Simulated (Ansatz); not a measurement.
## Mg: band structure with PBE

Crystal: Mg.

```xyz
1
Lattice="0.0145 2.2261 2.2347 2.2389 -0.0364 2.2857 2.2081 2.2462 -0.0057" Properties=species:S:1:pos:R:3 pbc="T T T"
Mg   -0.0126   -0.0030    0.0021
```

The cell isn't the ideal one: cell strained at random at fixed volume.

```json
{
 "Program": "Ansatz 0.2.0",
 "Task": "band structure",
 "Functional": "PBE",
 "Potentials or basis": "SSSP efficiency PAW",
 "Cutoff": "408 eV",
 "Density cutoff": "4082 eV",
 "k mesh": "8 × 8 × 8",
 "Occupations": "fermi-dirac, width 0.1 eV",
 "Spin": "no spin polarisation",
 "Path": "[[\"X\", \"G\", \"Y\"], [\"L\", \"G\", \"Z\"], [\"N\", \"G\", \"M\"], [\"R\", \"G\"]]",
 "Points for each segment of the path": "14"
}
```

* Pressure: 0.8 GPa
* Band gap on the k mesh: none (metal or under the smearing width)

Stress tensor (GPa, compression positive):
```
 1.01  0.42 -0.38
 0.42  0.85  0.61
-0.38  0.61  0.65
```

Levels at the corners of the path, in eV from the Fermi level:
| point | band 1 | band 2 | band 3 | band 4 | band 5 | band 6 |
| --- | --- | --- | --- | --- | --- | --- |
| X | -1.68 | -1.35 | 11.67 | 11.89 | 12.58 | 12.86 |
| Γ | -6.82 | 12.14 | 12.77 | 13.00 | 13.89 | 14.67 |
| Y | -1.53 | -1.06 | 11.07 | 11.86 | 11.97 | 12.45 |
| L | -0.11 | 0.92 | 6.33 | 6.96 | 7.57 | 10.15 |
| Γ | -6.82 | 12.14 | 12.77 | 13.00 | 13.89 | 14.67 |
| Z | -1.55 | -1.10 | 11.39 | 11.66 | 12.27 | 12.45 |
| N | 0.12 | 1.17 | 6.14 | 6.64 | 7.38 | 9.93 |
| Γ | -6.82 | 12.14 | 12.77 | 13.00 | 13.89 | 14.67 |
| M | -0.15 | 0.86 | 6.39 | 7.21 | 7.43 | 10.19 |
| R | -1.46 | -0.93 | 10.99 | 11.69 | 11.78 | 12.33 |
| Γ | -6.82 | 12.14 | 12.77 | 13.00 | 13.89 | 14.67 |

Wall time 3.4 s on 1 thread of Arm Neoverse V2 (shared host), peak memory 0.31 GiB.
